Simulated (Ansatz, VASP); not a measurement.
## Mg: VASP beside Ansatz

File INCAR:

```
SYSTEM = Mg
PREC     = Accurate       ! precision mode
ENCUT    = 520            ! plane-wave cutoff, eV
EDIFF    = 1E-7           ! SCF threshold, eV
ISMEAR   = 0              ! smearing method
SIGMA    = 0.15           ! smearing width, eV
LREAL    = .FALSE.        ! projectors in reciprocal space
LASPH    = .TRUE.         ! aspherical terms in the spheres
NELM     = 100            ! most SCF steps
ALGO     = Fast           ! electronic algorithm
ISIF     = 2              ! what is computed and relaxed
LWAVE    = .FALSE.        ! write WAVECAR
LCHARG   = .FALSE.        ! write CHGCAR
GGA      = PS             ! functional
NBANDS   = 7              ! bands
```

Contents of KPOINTS:

```
regular mesh
0
G
  20 20 20
  0 0 0
```

Contents of POSCAR:

```
Mg
1.0
    0.0000000000      2.4380401912      1.9016713492
    2.4380401912      0.0000000000      1.9016713492
    2.4380401912      2.4380401912      0.0000000000
Mg
1
Direct
    0.0000000000      0.0000000000      0.0000000000
```

Input for Ansatz:

```yaml
crystal:
  lattice:
    - [0.0, 2.4380401912, 1.9016713492]
    - [2.4380401912, 0.0, 1.9016713492]
    - [2.4380401912, 2.4380401912, 0.0]
  atoms:
    - { symbol: Mg, position: [0.0, 0.0, 0.0] }
basis:
  ecutwfc: 420
kpoints:
  mp_grid: { grid: [20, 20, 20] }
hamiltonian:
  xc: pbesol
scf:
  occupations: { method: gaussian, width: 0.15 }
output:
  forces: true
  stress: true
  eigenvalues: true
```

Alike in both runs: task single point; functional PBEsol; k mesh 20 × 20 × 20; occupations gaussian, width 0.15 eV; no spin polarisation.

```csv
,VASP,Ansatz
version,VASP 6.6.1,Ansatz 0.2.0
potentials or method,"VASP PAW PBE potentials, release 64 (Mg)","scalar-relativistic, plane waves, PAW"
plane-wave cutoff (eV),520,420
valence electrons in the cell,2,10
```

|  | VASP | Ansatz | Ansatz less VASP |
| --- | --- | --- | --- |
| gap on the k mesh at the Fermi level (eV) | none | none | - |
| pressure (GPa) | -0.2 | -0.1 | +0.05 |
| largest component of the traceless stress (GPa) | 0.40 | 0.40 | 0.000 |

A gap of «none» marks a metal or a gap that the smearing closes. The two sets of potentials don't hold the same shells in valence.

Caveats: the PAW data sets were made with another functional, which shifts forces and pressure a little (VASP).
